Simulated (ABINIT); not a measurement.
# BN (F-43m) in ABINIT: settings compared

The runs below take BN through equation of state, with BP86+D3, revPBE+D3, PBEsol.

All numbers are computed with ABINIT 10.8.3 (patched build); they aren't measurements. Logs are shortened: lines on timing, memory, paths and dates and some standing lists are left out, and cuts for length are marked. The log counts tension as positive stress, the text compression.

**Experimental background.**

“Effect of nanostructuration on compressibility of cubic BN”, 2012, arxiv:1208.3664 quotes, for a bulk crystal of BN at 300 K: bulk modulus 395 ± 2 GPa.

The runs below are set against these values where they give the same quantity.

## (1) Starting point

Symmetry: F-43m, No. 216, cubic system. Conventional cell: a = 3.626 Å, b = 3.626 Å, c = 3.626 Å, α = 90.00°, β = 90.00°, γ = 90.00°. N (site symmetry -43m) has 4 B at 1.57 Å as nearest neighbours. B (site symmetry -43m) is surrounded by 4 N at 1.57 Å.

The cell is a database's computed one.

## (2) Equation of state, BP86+D3

The input, run.abi:

```
ndtset 7
getwfk -1
scalecart1 3*0.9795861087
scalecart2 3*0.9864848297
scalecart3 3*0.9932883884
scalecart4 3*1.0000000000
scalecart5 3*1.0066227096
scalecart6 3*1.0131594038
scalecart7 3*1.0196128224

pp_dirpath "./"
pseudos "N.GGA_PBE-JTH.xml, B.GGA_PBE-JTH.xml"

acell 3*1.0 Angstrom
rprim
     0.0000000000     1.8130010000     1.8130010000
     1.8130010000     0.0000000000     1.8130010000
     1.8130010000     1.8130010000     0.0000000000
ntypat 2
znucl 7 5
natom 2
typat 1 2
xred
     0.2500000000     0.2500000000     0.2500000000
     0.0000000000     0.0000000000     0.0000000000

ecut 25.0
pawecutdg 47.0

kptopt 1
ngkpt 13 13 13
nshiftk 1
shiftk 0.0 0.0 0.0

ixc -106132
vdw_xc 6

nband 8
occopt 3
tsmear 0.05 eV

nstep 100
tolvrs 1.0e-9

iomode 3
prtwf 1
prtden 0
prteig 0
prtebands 0
enunit 1
```

Potentials or basis: JTH PAW PBE v2.0.

The run is started by

```console
$ abinit run.abi > log 2>&1
```

run.abo:

```text
.Version 10.8.3 of ABINIT
 DATASET    1 : space group F-4 3 m (#216); Bravais cF (face-center cubic)
================================================================================
 Values of the parameters that define the memory need for DATASET  1.
     intxc =       0    ionmov =       0      iscf =      17    lmnmax =       8
     lnmax =       4     mgfft =      24  mpssoang =       2    mqgrid =    3001
     natom =       2  nloc_mem =       2    nspden =       1   nspinor =       1
    nsppol =       1      nsym =      24    n1xccc =       1    ntypat =       2
    occopt =       3   xclevel =       2
       mpw =         465          nfft =       13824          nkpt =          84
 PAW method is used; the additional fine FFT grid is defined by:
   mgfftf=        30    nfftf =     27000
================================================================================
================================================================================
[... 71 lines left out ...]
 DATASET    7 : space group F-4 3 m (#216); Bravais cF (face-center cubic)
================================================================================
 Values of the parameters that define the memory need for DATASET  7.
     intxc =       0    ionmov =       0      iscf =      17    lmnmax =       8
     lnmax =       4     mgfft =      24  mpssoang =       2    mqgrid =    3001
     natom =       2  nloc_mem =       2    nspden =       1   nspinor =       1
    nsppol =       1      nsym =      24    n1xccc =       1    ntypat =       2
    occopt =       3   xclevel =       2
       mpw =         532          nfft =       13824          nkpt =          84
 PAW method is used; the additional fine FFT grid is defined by:
   mgfftf=        32    nfftf =     32768
================================================================================
================================================================================

--------------------------------------------------------------------------------
------------- Echo of variables that govern the present computation ------------
--------------------------------------------------------------------------------
 -outvars: echo values of preprocessed input variables --------
            acell      1.8897261259E+00  1.8897261259E+00  1.8897261259E+00 Bohr
              amu      1.40067400E+01  1.08110000E+01
             ecut      2.50000000E+01 Hartree
           enunit           1
           getwfk          -1
                       outvar_i_n : Printing only first  50 k-points.
              ixc     -106132
           jdtset        1    2    3    4    5    6    7
                       outvar_i_n : Printing only first  50 k-points.
         kptrlatt       13    0    0      0   13    0      0    0   13
          kptrlen1     6.17018064E+01
          kptrlen2     6.21363405E+01
          kptrlen3     6.25648805E+01
          kptrlen4     6.29876290E+01
          kptrlen5     6.34047778E+01
          kptrlen6     6.38165087E+01
          kptrlen7     6.42229942E+01
            natom           2
            nband           8
           ndtset           7
            ngfft          24      24      24
[... 79 lines left out ...]

 chkinp: Checking input parameters for consistency, jdtset=   1.

 chkinp: Checking input parameters for consistency, jdtset=   2.
[... 42 lines left out ...]
 getcut: wavevector=  0.0000  0.0000  0.0000  ngfft=  30  30  30
         ecut(hartree)=     47.000   => boxcut(ratio)=   2.05038

--- Pseudopotential description ------------------------------------------------
- pspini: atom type   1  psp file is ./N.GGA_PBE-JTH.xml
 Pseudopotential format is: paw10
 basis_size (lnmax)=  4 (lmn_size=  8), orbitals=   0   0   1   1
 Spheres core radius: rc_sph= 1.20497474
 Shapefunction is SIN type: shapef(r)=[sin(pi*r/rshp)/(pi*r/rshp)]**2
 Radius for shape functions =  1.00243812
 Compensation charge density is not taken into account in XC energy/potential

- pspini: atom type   2  psp file is ./B.GGA_PBE-JTH.xml
 Pseudopotential format is: paw10
 basis_size (lnmax)=  4 (lmn_size=  8), orbitals=   0   0   1   1
 Spheres core radius: rc_sph= 1.70616958
 Shapefunction is SIN type: shapef(r)=[sin(pi*r/rshp)/(pi*r/rshp)]**2
 Radius for shape functions =  1.40269776
 Compensation charge density is not taken into account in XC energy/potential

   5.83076110E+01                                ecore*ucvol(ha*bohr**3)
--------------------------------------------------------------------------------

[... 1214 lines left out ...]
-Cartesian components of stress tensor (GPa)         [Pressure= -2.2498E+01 GPa]
- sigma(1 1)=  2.24984317E+01  sigma(3 2)=  0.00000000E+00
- sigma(2 2)=  2.24984317E+01  sigma(3 1)=  0.00000000E+00
- sigma(3 3)=  2.24984317E+01  sigma(2 1)=  0.00000000E+00

== END DATASET(S) ==============================================================
================================================================================

 -outvars: echo values of variables after computation  --------
            acell      1.8897261259E+00  1.8897261259E+00  1.8897261259E+00 Bohr
           etotal1    -1.2980907700E+01
           etotal2    -1.2981878110E+01
           etotal3    -1.2982363352E+01
           etotal4    -1.2982410548E+01
           etotal5    -1.2982055849E+01
           etotal6    -1.2981340248E+01
           etotal7    -1.2980291834E+01
            fcart1    -0.0000000000E+00 -0.0000000000E+00 -0.0000000000E+00
                      -0.0000000000E+00 -0.0000000000E+00 -0.0000000000E+00
            fcart2     1.8672527109E-30 -6.2241757029E-31 -6.2241757029E-31
                      -1.8672527109E-30  6.2241757029E-31  6.2241757029E-31
            fcart3     1.2363086048E-30 -3.4314456966E-47 -1.2363086048E-30
                      -1.2363086048E-30  3.4314456966E-47  1.2363086048E-30
            fcart4    -7.7364691845E-29 -3.8068340432E-29  1.5350137271E-28
                       7.7364691845E-29  3.8068340432E-29 -1.5350137271E-28
            fcart5    -0.0000000000E+00 -0.0000000000E+00 -0.0000000000E+00
                      -0.0000000000E+00 -0.0000000000E+00 -0.0000000000E+00
[... 38 lines left out ...]
                       0.0000000000E+00  0.0000000000E+00  0.0000000000E+00
           xangst1     8.8799529733E-01  8.8799529733E-01  8.8799529733E-01
                       0.0000000000E+00  0.0000000000E+00  0.0000000000E+00
           xangst2     8.9424899137E-01  8.9424899137E-01  8.9424899137E-01
                       0.0000000000E+00  0.0000000000E+00  0.0000000000E+00
           xangst3     9.0041642073E-01  9.0041642073E-01  9.0041642073E-01
                       0.0000000000E+00  0.0000000000E+00  0.0000000000E+00
           xangst4     9.0650050000E-01  9.0650050000E-01  9.0650050000E-01
                       0.0000000000E+00  0.0000000000E+00  0.0000000000E+00
           xangst5     9.1250398956E-01  9.1250398956E-01  9.1250398956E-01
                       0.0000000000E+00  0.0000000000E+00  0.0000000000E+00
           xangst6     9.1842950612E-01  9.1842950612E-01  9.1842950612E-01
                       0.0000000000E+00  0.0000000000E+00  0.0000000000E+00
           xangst7     9.2427953331E-01  9.2427953331E-01  9.2427953331E-01
                       0.0000000000E+00  0.0000000000E+00  0.0000000000E+00
             xred      2.5000000000E-01  2.5000000000E-01  2.5000000000E-01
                       0.0000000000E+00  0.0000000000E+00  0.0000000000E+00
 Calculation completed.
```

It took 60 s on 1 thread of Arm Neoverse V2, shared host; peak memory 0.12 GiB.

Results:

```
Equilibrium volume                      : 5.91 Å³/atom
Bulk modulus                            : 376 GPa
Pressure derivative of the bulk modulus : 3.7
```

Energy against volume, from the lowest point:
```csv
volume (Å³/atom),energy (meV/atom)
5.602,20.45
5.721,7.24
5.840,0.64
5.959,0.00
6.078,4.83
6.198,14.56
6.317,28.83
```

Caveat: the cutoff is too short for stress, so the log's stress isn't used; pressures at fixed basis lie under the slope of the energies; the PAW data sets were made with another functional, which shifts forces and pressure a little; the atomic spheres overlap.

[end of part 1 of 2]
